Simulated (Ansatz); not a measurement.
Zincblende CaSe, relaxed with r2SCAN: 5 runs in the PAW code Ansatz, each a calculation of independent-particle optics. It is cubic, F-43m (No. 216); a = 6.559 Å in the conventional setting, 35.27 Å³ an atom. Ca has 4 Se at 2.84 Å; Se has 4 Ca at 2.84 Å. Simulation only: spin-unpolarised, and no claim that this is the phase found in nature.

```
CELL_PARAMETERS angstrom
0.00000 3.27956 3.27956
3.27956 0.00000 3.27956
3.27956 3.27956 0.00000
ATOMIC_POSITIONS crystal
Ca 0.00000 0.00000 0.00000
Se 0.25000 0.25000 0.25000
```

On meshes this coarse, single peaks can be features of the mesh. No local fields, no excitons; the zone sum runs over the cells of the mesh, and ε∞ includes the bands left out of the spectrum. Up to four peaks are listed, those above 15 % of the tallest and inside the complete range; the four can differ from row to row. Rows marked drawn have settings drawn at random (some not listed).

```tsv
functional	k mesh	broadening (eV)	scissors (eV)	range (eV)	settings	direct gap on the mesh before scissors (eV)	ε∞ xx	ε∞ yy	ε∞ zz	complete up to (eV)	tallest peaks of mean ε₂ (eV)
PBE	6×6×6	0.1	0.00	0–16	chosen	3.30	4.40	4.40	4.40	16.0	4.80 5.10 5.45 6.50
r2SCAN	6×6×6	0.1	0.00	0–16	chosen	3.79	3.99	3.99	3.99	16.0	5.20 5.65 6.00 7.10
r2SCAN	4×4×4	0.4	1.50	0–10	drawn	3.79	3.47	3.47	3.47	10.0	7.20
LDA	6×6×6	0.05	0.60	0–15	drawn	3.03	4.28	4.28	4.28	15.0	5.25 5.55 5.90 6.95
```

Problem. Estimate from these rows what the further settings give.
```
functional  k mesh  broadening (eV)    scissors (eV)  range (eV)  settings
       PBE   6×6×6              0.1  0.87 (to HSE06)        0–16    chosen
```

Solution.
```tsv
functional	k mesh	broadening (eV)	scissors (eV)	range (eV)	settings	direct gap on the mesh before scissors (eV)	ε∞ xx	ε∞ yy	ε∞ zz	complete up to (eV)	tallest peaks of mean ε₂ (eV)
PBE	6×6×6	0.1	0.87 (to HSE06)	0–16	chosen	3.30	3.97	3.97	3.97	16.0	5.70 6.00 6.30 7.35
```

The fundamental gap is indirect (3.21 eV with PBE on 6×6×6); the table holds the direct one. The two differ by only 0.09 eV.

The runs are scalar-relativistic, without spin-orbit coupling.
